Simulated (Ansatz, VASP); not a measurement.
**One calculation of C, 3 ways**

The starting cell:

```xyz
2
Lattice="0.0000 1.7834 1.7834 1.7834 0.0000 1.7834 1.7834 1.7834 0.0000" Properties=species:S:1:pos:R:3 pbc="T T T"
C     2.6751    2.6751    2.6751
C     1.7834    1.7834    1.7834
```

Alike in all runs: task relaxation of cell and atoms; functional RPBE; dispersion D4; k mesh 13 × 13 × 13; occupations fermi-dirac, width 0.05 eV; no spin polarisation; no spin-orbit coupling.

| program and potentials | plane-wave cutoff (eV) | notes | equilibrium volume (Å³/atom) |
| --- | --- | --- | --- |
| Ansatz, Ansatz PAW | 420 | potentials made for PBE, which Ansatz adapts in part | 5.59 |
| VASP, PBE PAW files C, 600 eV | 600 | potentials made for PBE | 5.59 |
| Ansatz, all-electron LAPW, scalar-relativistic | - | - | 5.59 |

All agree on the equilibrium volume. Some sets were made for another functional than the one run, which can shift their rows. Relaxations stop with a little pressure left, so the last digit of a volume isn't settled.

The functional is the same throughout but for its coding, so the spread measures potentials, basis and numerics; runs on potential files found faulty are left out.

The three calculations give diamond the same equilibrium volume, so neither the frozen core nor the use of PBE-derived potentials leaves a visible mark on it. Carbon is favourable in this respect: the 1s shell is deep and compact, there are no semicore states, and the bonding rests on the 2s and 2p electrons. The stiff sp³ network also helps, since a small error in pressure changes the volume very little.

The common value lies slightly below the volume of the starting cell, which is close to that of real diamond. RPBE by itself tends to make covalent solids too large, so the attractive dispersion term probably offsets that expansion. Part of the remaining difference from experiment is expected, because a static relaxation omits zero-point motion, which expands a light, stiff lattice noticeably. The agreement between codes therefore supports the numerical treatment of this functional, not its physical accuracy, and it doesn't establish equal agreement for the bulk modulus or cohesive energy.
